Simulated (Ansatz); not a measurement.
# C: other elements on the same sites

What happens to the structure of C under C → Si? Each swap replaces an element on all its sites; cell and atoms are relaxed again.

Method: DFT PBE, scalar-relativistic, plane waves, PAW, in Ansatz 0.2.0.

3 further runs of the same task are left out: 3 set aside as unsound or not needed.

## Step 1: The structure to begin with

It takes space group P6_3/mmc (No. 194, hexagonal). The conventional cell has a = 2.467 Å, b = 2.467 Å, c = 8.465 Å, α = 90.00°, β = 90.00°, γ = 120.00°. Around C (site symmetry -6m2) lie 3 C at 1.42 Å.

Coordinates:

```cif
data_structure
_symmetry_space_group_name_H-M 'P6_3/mmc'
_symmetry_Int_Tables_number 194
_cell_length_a 2.4665
_cell_length_b 2.4665
_cell_length_c 8.4654
_cell_angle_alpha 90.000
_cell_angle_beta 90.000
_cell_angle_gamma 120.000
_cell_volume 44.60
loop_
_atom_site_label
_atom_site_type_symbol
_atom_site_symmetry_multiplicity
_atom_site_Wyckoff_symbol
_atom_site_fract_x
_atom_site_fract_y
_atom_site_fract_z
_atom_site_occupancy
C1 C 2 b 0.00000 0.00000 0.25000 1
C2 C 2 c 0.33333 0.66667 0.25000 1
```

It goes back to an entry of the Materials Project.

It is the result of an earlier relaxation at this level (volume 11.15 Å³/atom; gap on the mesh: none (metal)).

## Step 2: The substitution C → Si

The start of Si: fractional positions of relaxed C, cell scaled by 1.269, a guess from tabulated radii.

## Step 3: Quick check of gap, pressure and forces (Si)

File input.yaml:

```yaml
crystal:
  lattice:
    - [3.1293988785, 0.0, 0.0]
    - [-1.5646994392, 2.7101389274, 0.0]
    - [0.0, 0.0, 10.7404885873]
  atoms:
    - { symbol: Si, position: [0.0, 0.0, 0.25] }
    - { symbol: Si, position: [0.0, 0.0, 0.75] }
    - { symbol: Si, position: [0.3333333333, 0.6666666667, 0.25] }
    - { symbol: Si, position: [0.6666666667, 0.3333333333, 0.75] }
basis:
  ecutwfc: 420
kpoints:
  mp_grid: { grid: [6, 6, 2] }
hamiltonian:
  xc: pbe
scf:
  occupations: { method: gaussian, width: 0.1 }
output:
  forces: true
  stress: true
  eigenvalues: true
```

Run with:

```console
$ ansatz run input.yaml --threads 1 --pin off --max-ram 2560MiB --backend cpu --events-out ev --progress --plain --runs-dir out
```

The session goes on with these runs: a loose first relaxation (Si); full relaxation (Si); relaxation repeated from the new cell (Si).

Before running it: what results should come out? Wanted: C → Si.

As calculated:

| quantity | value |
| --- | --- |
| C → Si (Si) | 18.47 Å³/atom, gap none (metal) |

What this shows: C → Si changes the volume per atom by +65.6 %. Both are metals at this level. Layers here are held mostly by dispersion, which this level lacks, so their spacing and the stiffness across them are unreliable there.
